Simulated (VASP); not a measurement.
Computed with LDA (Ceperley-Alder, Perdew-Zunger), VASP's LDA PAW potentials (set 64) (plane waves; VASP).

VASP input:

### KPOINTS
```
kpoints
0
gamma
7 7 7
0 0 0
```

### INCAR
```
SYSTEM = CsBr
PREC = Accurate; ENCUT = 500; LREAL = .False.
LASPH = .True.
EDIFF = 1E-6; NELM = 100; ALGO = Normal
LMAXMIX = 4
ISMEAR = 0; SIGMA = 0.05
IBRION = 2; NSW = 40; ISIF = 3
EDIFFG = -0.02; PSTRESS = 200
LWAVE = .False.; LCHARG = .False.
```

File POSCAR:
```
CsBr
1
    3.8176997708     0.0000000000     0.0000000000
    0.0000000000     3.8176997708     0.0000000000
    0.0000000000     0.0000000000     3.8176997708
Cs Br
1 1
Direct
  0.0000000000   0.0000000000   0.0000000000
  0.5000000000   0.5000000000   0.5000000000
```

POTCAR, in this order: Cs_sv Br (LDA.64 set). Program: vasp_std.

What VASP printed:

**OSZICAR**
```
       N       E                     dE             d eps       ncg     rms          rms(c)
DAV:   1     0.907380814172E+02    0.90738E+02   -0.71473E+03   480   0.115E+03
DAV:   2    -0.742253610574E+00   -0.91480E+02   -0.83192E+02   712   0.185E+02
DAV:   3    -0.658566270301E+01   -0.58434E+01   -0.58131E+01   608   0.529E+01
DAV:   4    -0.663192851880E+01   -0.46266E-01   -0.46241E-01   536   0.552E+00
DAV:   5    -0.663229435041E+01   -0.36583E-03   -0.36577E-03   604   0.465E-01    0.259E+00
DAV:   6    -0.644591182834E+01    0.18638E+00   -0.28275E-01   512   0.336E+00    0.147E+00
DAV:   7    -0.641417184301E+01    0.31740E-01   -0.13767E-01   588   0.227E+00    0.616E-01
DAV:   8    -0.641268169192E+01    0.14902E-02   -0.99010E-03   560   0.712E-01    0.855E-02
DAV:   9    -0.641249293085E+01    0.18876E-03   -0.26133E-04   564   0.137E-01    0.574E-02
DAV:  10    -0.641248686366E+01    0.60672E-05   -0.13749E-04   560   0.694E-02    0.215E-02
DAV:  11    -0.641248525648E+01    0.16072E-05   -0.27800E-05   548   0.346E-02    0.439E-03
DAV:  12    -0.641248464072E+01    0.61576E-06   -0.20033E-06   508   0.117E-02
   1 F= 0.53335462E+00 E0= 0.53335462E+00  d E =0.533355E+00
       N       E                     dE             d eps       ncg     rms          rms(c)
DAV:   1    -0.100374575281E+02   -0.36250E+01   -0.11690E+02   504   0.804E+01    0.139E+01
DAV:   2    -0.588350255873E+01    0.41540E+01   -0.51002E+00   480   0.155E+01    0.550E+00
DAV:   3    -0.467524707588E+01    0.12083E+01   -0.35018E+00   480   0.121E+01    0.278E+00
DAV:   4    -0.466243227413E+01    0.12815E-01   -0.77446E-02   528   0.217E+00    0.751E-01
DAV:   5    -0.465769086218E+01    0.47414E-02   -0.23301E-02   504   0.107E+00    0.215E-01
DAV:   6    -0.465739734998E+01    0.29351E-03   -0.16472E-03   516   0.300E-01    0.118E-01
DAV:   7    -0.465739847926E+01   -0.11293E-05   -0.15317E-04   540   0.105E-01    0.305E-02
DAV:   8    -0.465739421582E+01    0.42634E-05   -0.23140E-05   528   0.334E-02    0.150E-02
DAV:   9    -0.465739133610E+01    0.28797E-05   -0.52340E-06   512   0.188E-02    0.263E-03
DAV:  10    -0.465739135289E+01   -0.16796E-07   -0.25246E-07   264   0.416E-03
   2 F= 0.68061580E+00 E0= 0.68061580E+00  d E =0.147261E+00
       N       E                     dE             d eps       ncg     rms          rms(c)
DAV:   1    -0.747377356613E+01   -0.28164E+01   -0.31506E+01   508   0.362E+01    0.584E+00
DAV:   2    -0.622140326862E+01    0.12524E+01   -0.17405E+00   492   0.880E+00    0.274E+00
DAV:   3    -0.587573443517E+01    0.34567E+00   -0.10132E+00   496   0.641E+00    0.138E+00
DAV:   4    -0.586959873406E+01    0.61357E-02   -0.21051E-02   552   0.111E+00    0.439E-01
DAV:   5    -0.586893734902E+01    0.66139E-03   -0.39637E-03   504   0.431E-01    0.108E-01
DAV:   6    -0.586884294980E+01    0.94399E-04   -0.30097E-04   520   0.120E-01    0.686E-02
DAV:   7    -0.586883445707E+01    0.84927E-05   -0.31748E-05   548   0.432E-02    0.230E-02
DAV:   8    -0.586883366536E+01    0.79171E-06   -0.41475E-06   508   0.142E-02
   3 F= 0.31853277E+00 E0= 0.31853277E+00  d E =-.214822E+00
       N       E                     dE             d eps       ncg     rms          rms(c)
DAV:   1    -0.584870238066E+01    0.20132E-01   -0.18383E-02   508   0.912E-01    0.145E-01
DAV:   2    -0.584797815573E+01    0.72422E-03   -0.96332E-04   488   0.206E-01    0.648E-02
DAV:   3    -0.584778422784E+01    0.19393E-03   -0.60416E-04   504   0.155E-01    0.246E-02
DAV:   4    -0.584778107193E+01    0.31559E-05   -0.11828E-05   532   0.261E-02    0.861E-03
DAV:   5    -0.584778071821E+01    0.35371E-06   -0.20545E-06   416   0.100E-02
   4 F= 0.31829395E+00 E0= 0.31829395E+00  d E =-.215061E+00
```

OUTCAR:
```
------------------------ aborting loop because EDIFF is reached ----------------------------------------
  FORCE on cell =-STRESS in cart. coord.  units (eV):
  Direction    XX          YY          ZZ          XY          YZ          ZX
  --------------------------------------------------------------------------------------
  Total        6.1560473      6.1560473      6.1560473      0.0000000     -0.0000000      0.0000000
  in kB      199.6747566    199.6747566    199.6747566      0.0000000     -0.0000000      0.0000000
  external PRESSURE =      -0.3252434 kB  Pullay stress =     200.0000000 kB
  volume of cell :       49.40
      direct lattice vectors                 reciprocal lattice vectors
     3.669130191  0.000000000 -0.000000000     0.272544158  0.000000000  0.000000000
    -0.000000000  3.669130191  0.000000000     0.000000000  0.272544158  0.000000000
    -0.000000000  0.000000000  3.669130191     0.000000000 -0.000000000  0.272544158
 POSITION                                       TOTAL-FORCE (eV/Angst)
 -----------------------------------------------------------------------------------
      0.00000      0.00000      0.00000         0.000000      0.000000     -0.000000
      1.83457      1.83457      1.83457        -0.000000      0.000000      0.000000
 -----------------------------------------------------------------------------------
    total drift:                               -0.000000      0.000000      0.000000
  FREE ENERGIE OF THE ION-ELECTRON SYSTEM (eV)
  ---------------------------------------------------
  free  energy   TOTEN  =        -5.8477807182 eV

  energy  without entropy=       -5.8477807182  energy(sigma->0) =       -5.84778072
  enthalpy is  TOTEN    =         0.3182939463 eV   P V=        6.1660746645

 reached required accuracy - stopping structural energy minimisation
```
(Selected blocks of OUTCAR.)

**CONTCAR**
```
CsBr
   1.00000000000000
     3.6691301908727825    0.0000000000000000   -0.0000000000000000
    -0.0000000000000000    3.6691301908727825    0.0000000000000000
    -0.0000000000000000    0.0000000000000000    3.6691301908727825
  Cs              Br
     1     1
Direct
     0.0000000000000000    0.0000000000000000    0.0000000000000000
     0.5000000000000000    0.5000000000000000    0.5000000000000000
```

Energy and stress use the plane-wave basis of the starting cell.

The compound is CsBr in the CsCl type structure. This run relaxes it under an external pressure of 20 GPa. Symmetry was kept, so distortions that lower it aren't found.
